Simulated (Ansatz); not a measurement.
# TePt: relaxation of cell and atoms with PBEsol+D3(BJ)

Crystal: TePt.

```
Pt Te
1.0
     1.98157    1.14406    6.66103
    -1.98157    1.14406    6.66103
     0.00000   -2.28812    6.66103
Pt Te
2 2
Direct
  0.12967 0.12967 0.12967
  0.87033 0.87033 0.87033
  0.40200 0.40200 0.40200
  0.59800 0.59800 0.59800
```

- Program: Ansatz 0.2.0
- Task: relaxation of cell and atoms
- Functional: PBEsol
- Dispersion: D3(BJ)
- Potentials or basis: Ansatz PAW
- Cutoff: 420 eV (not typed: the program's choice for these potentials)
- k mesh: 8 × 8 × 8
- Occupations: fermi-dirac, width 0.05 eV
- Spin: no spin polarisation

The relaxed volume is 21.26 Å³/atom, the relaxed cell is a = 6.772 Å, b = 6.772 Å, c = 6.772 Å, α = 33.67°, β = 33.67°, γ = 33.67° and the space group after relaxing (to 0.05 Å) is R-3m (No. 166). The energy gained by relaxing is 23.2 meV/atom. The ionic steps are 8 and the pressure after relaxing is 0.0 GPa. The band gap on the k mesh is none (metal or under the smearing width).

Step by step:
```tsv
step	energy change (eV)	largest force (eV/Å)	volume (Å³)
1	0.0000	0.1819	90.60
2	-0.0300	0.2359	81.36
3	-0.0897	0.0353	85.99
4	-0.0933	0.0505	85.25
5	-0.0944	0.0251	85.13
6	-0.0945	0.0181	85.05
7	-0.0945	0.0002	85.03
8	-0.0929	0.0003	85.03
```

Final structure:
```
Pt Te
1.0
     1.96121    1.13231    6.38202
    -1.96121    1.13231    6.38202
     0.00000   -2.26461    6.38202
Pt Te
2 2
Direct
  0.12907 0.12907 0.12907
  0.87093 0.87093 0.87093
  0.39795 0.39795 0.39795
  0.60205 0.60205 0.60205
```

Levels at points of the mesh, in eV from the Fermi level:
| k point | band 32 | band 33 | band 34 | band 35 | band 36 | band 37 |
| --- | --- | --- | --- | --- | --- | --- |
| (0.00, 0.00, 0.00) | 0.45 | 0.45 | 1.05 | 1.39 | 3.04 | 3.04 |
| (0.00, 0.00, -0.50) | -2.05 | -1.89 | -0.97 | 0.34 | 1.14 | 2.07 |
| (0.00, -0.50, -0.50) | -2.01 | -1.78 | -1.47 | -1.11 | 2.84 | 4.27 |
| (-0.50, -0.50, -0.50) | -1.70 | 1.30 | 1.30 | 1.70 | 1.70 | 3.76 |

Run time: 26 s on 2 threads of Intel(R) Xeon(R) Platinum 8488C (Sapphire Rapids), on a shared host, peak memory 0.56 GiB.

Caveat: the plane-wave basis is chosen anew once the cell has moved, so the energies of steps on either side of that aren't comparable; pairwise dispersion overbinds metals, which lowers pressure and volume; the PAW data sets come from PBE, with cores solved anew for the run's functional, which leaves a small shift of forces and pressure. Spin-orbit coupling is left out, which matters for the levels of Pt, Te.
